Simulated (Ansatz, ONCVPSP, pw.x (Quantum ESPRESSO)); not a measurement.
What a changed setting does to a pw.x run (sc P)

Potential: optimised norm-conserving Vanderbilt (ONCV), ONCVPSP 4.0.1, PBE; core [Ne], reference 3s2 3p2.5; waves: 3s: rc 1.30 bohr, ncon 3, nbas 7, qcut 5.6 1/bohr, 2 projectors, debl 2.8 Ha; 3p: rc 1.50 bohr, ncon 3, nbas 6, qcut 5.8 1/bohr, 2 projectors, debl 1.7 Ha; d scattering state at 0.11 Ha: rc 1.65 bohr, ncon 5, nbas 8, qcut 6.2 1/bohr, 2 projectors, debl 1.5 Ha; local part: polynomial inside 1.20 bohr (lpopt 5, dvloc0 0 Ha); core correction: Teter function, fcfact 3.75, rcfact 1.55.

The reference run (k-mesh 13³, cutoffs 50/200 Ry, Fermi–Dirac 0.01 Ry, mixing_beta 0.4, conv_thr 1e-9, no spin) gives -0.45 GPa at 14.621 Å³/atom, where all-electron LAPW gives 0.27 GPa. This run, with its own iteration cap, changes k-mesh points per axis to 20.

```
&control
  calculation='scf', prefix='x', pseudo_dir='./', outdir='./tmp', tstress=.true., disk_io='none'
/
&system
  ibrav=0, nat=1, ntyp=1, ecutwfc=50, ecutrho=200, nbnd=9,
  occupations='smearing', smearing='fd', degauss=0.01
/
&electrons
  conv_thr=1e-09, mixing_beta=0.4, electron_maxstep=60
/
ATOMIC_SPECIES
P 1.0 P.UPF
CELL_PARAMETERS angstrom
  2.44526365 0.00000000 0.00000000
  0.00000000 2.44526365 0.00000000
  0.00000000 0.00000000 2.44526365
ATOMIC_POSITIONS crystal
P 0.0000 0.0000 0.0000
K_POINTS automatic
20 20 20 0 0 0
```

```bash
pw.x < P.scf.in > P.scf.out
```

How does the run end?

It converges in 6 iterations; the free energy moves by +1.9 meV/atom and the pressure by +0.10 GPa.

```
Message from routine setup:
     using ibrav=0 with symmetry is DISCOURAGED, use correct ibrav instead
     lattice parameter (alat)  =       4.6209  a.u.
     unit-cell volume          =      98.6674 (a.u.)^3
     number of electrons       =         5.00
     number of Kohn-Sham states=            9
     kinetic-energy cutoff     =      50.0000  Ry
     charge density cutoff     =     200.0000  Ry
     scf convergence threshold =      1.0E-09
     Exchange-correlation= PBE
     number of k points=   286  Fermi-Dirac smearing, width (Ry)=  0.0100
     iteration #  1     ecut=    50.00 Ry     beta= 0.40
     total energy              =     -14.43706362 Ry
     estimated scf accuracy    <       0.01240386 Ry
     iteration #  2     ecut=    50.00 Ry     beta= 0.40
     total energy              =     -14.43628966 Ry
     estimated scf accuracy    <       0.00358104 Ry
     iteration #  3     ecut=    50.00 Ry     beta= 0.40
     total energy              =     -14.43656244 Ry
     estimated scf accuracy    <       0.00006404 Ry
     iteration #  4     ecut=    50.00 Ry     beta= 0.40
     total energy              =     -14.43657031 Ry
     estimated scf accuracy    <       0.00000041 Ry
     iteration #  5     ecut=    50.00 Ry     beta= 0.40
     total energy              =     -14.43657050 Ry
     estimated scf accuracy    <          5.1E-09 Ry
     iteration #  6     ecut=    50.00 Ry     beta= 0.40
     the Fermi energy is    11.0237 ev
!    total energy              =     -14.43657051 Ry
     estimated scf accuracy    <          2.5E-10 Ry
     smearing contrib. (-TS)   =      -0.00152121 Ry
     The total energy is F=E-TS. E is the sum of the following terms:
     one-electron contribution =       5.40409170 Ry
     hartree contribution      =       0.42313100 Ry
     xc contribution           =      -4.91184985 Ry
     ewald contribution        =     -15.35042215 Ry
     convergence has been achieved in   6 iterations
          total   stress  (Ry/bohr**3)                   (kbar)     P=       -3.57
     Message from routine punch:
     Nothing written, as per user request (disk_io='none')
```

The run took about 14 s on one core of a shared host (Intel(R) Xeon(R) CPU @ 2.60GHz, 96 threads, 756 GiB, load 13).
